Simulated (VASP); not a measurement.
The system is TiAl.

```
Ti Al
1.0
     2.84698    0.00000    0.00000
    -1.42349    2.46556    0.00000
     0.00000    0.00000    4.62121
Ti Al
1 1
Direct
  0.00000 0.00000 0.00000
  0.33333 0.66667 0.50000
```

The cell comes from a database or a generator and needn't be the stable form of this composition.

Base run:

* Program: VASP 6.6.1
* Functional: PBEsol
* Potentials or basis: VASP PAW PBE potentials, release 64 (Ti_sv, Al)
* Cutoff: 520 eV
* k mesh: 18 × 18 × 10
* Occupations: gaussian, width 0.5 eV
* Spin: no spin polarisation

Its results: band gap on the k mesh none (metal or under the smearing width); pressure 0.5 GPa.

**Question.** The run is repeated on the same cell with these changes: cutoff from 520 eV to 900 eV; occupations from gaussian, width 0.5 eV to gaussian, width 0.1 eV. What comes out?

**Answer.** Band gap on the k mesh none (metal or under the smearing width); pressure 0.0 GPa.

Caveats: the PAW data sets were made with another functional, which shifts forces and pressure a little.
